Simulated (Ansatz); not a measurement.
Level of theory: DFT PBE, scalar-relativistic, plane waves, PAW (Ansatz). Settings: cutoff 420 eV, Γ-centred meshes spaced at most about 0.3 Å⁻¹ (2π included), Gaussian smearing. No spin polarisation in the final relaxations.

Temperature and zero-point effects are left out.

Compare these two cells of AlGa2N3, each relaxed at this level.

A. Space group I4/mmm (No. 139), tetragonal, a = 2.972 Å, c = 12.642 Å. Al has 6 N at 2.07–2.10 Å; Ga is surrounded by 6 N at 2.10–2.16 Å; around N on a site of symmetry 4mm lie 1 Al at 2.07 Å and 5 Ga at 2.10–2.16 Å; N on a site of symmetry 4/mmm is surrounded by 2 Ga at 2.10 Å and 4 Al at 2.10 Å.

B. Space group P3m1 (No. 156), trigonal, a = 3.182 Å, c = 7.795 Å. Al has 4 N at 1.90–1.93 Å; Ga on its first site is surrounded by 4 N at 1.96–1.98 Å; around Ga on its second site lie 4 N at 1.96–1.97 Å; N on its first site is surrounded by 4 Ga at 1.96–1.97 Å; N on its second site is surrounded by 1 Al at 1.90 Å and 3 Ga at 1.96 Å; 1 more site not described.

Task: Which form is favoured at zero pressure, and by what margin per atom?

Result: B is lower, by 0.39 eV/atom. A has Al and Ga ordered on rock salt sites, space group I4/mmm (No. 139), 9.3 Å³/atom and a gap of 1.17 eV on its mesh; B has Al and Ga ordered on zinc blende sites, space group P3m1 (No. 156), 11.4 Å³/atom and a gap of 2.14 eV. Counting N atoms around Al and Ga (those within 1.25 times the shortest such distance or 1.15 times the sum of covalent radii, 1.27 where that leaves under three), A has Al 6, Ga 6 and B has Al 4, Ga 4. The lower one is the more open, so pressure narrows the difference. Both come from invented guesses.

Kohn–Sham gaps at this level usually fall short of measured ones. Cells relaxed within their symmetry can be saddle points.

The tetrahedral cell is clearly favoured over the octahedral one, as expected for a nitride of small, fairly electronegative cations. Four-fold coordination lets Al and Ga form strong, directional sp³ bonds to N. In the rock salt arrangement the same valence electrons are spread over six contacts, and the metal–N distances lengthen from 1.90–1.98 Å to 2.07–2.16 Å. That cell is nevertheless denser, because the better packing outweighs the longer bonds. This matches the known transformation of both AlN and GaN to rock salt under compression.

The smaller gap of the octahedral form probably reflects coupling between N 2p and Ga 3d states. Inversion symmetry forbids this coupling at the zone centre of ideal rock salt but allows it elsewhere, where it raises the valence band and tends to make the gap indirect.

The preference for tetrahedral bonding doesn't make the zinc blende stacking the ground state, since wurtzite, the usual form of both parent nitrides, is not among the cells compared.
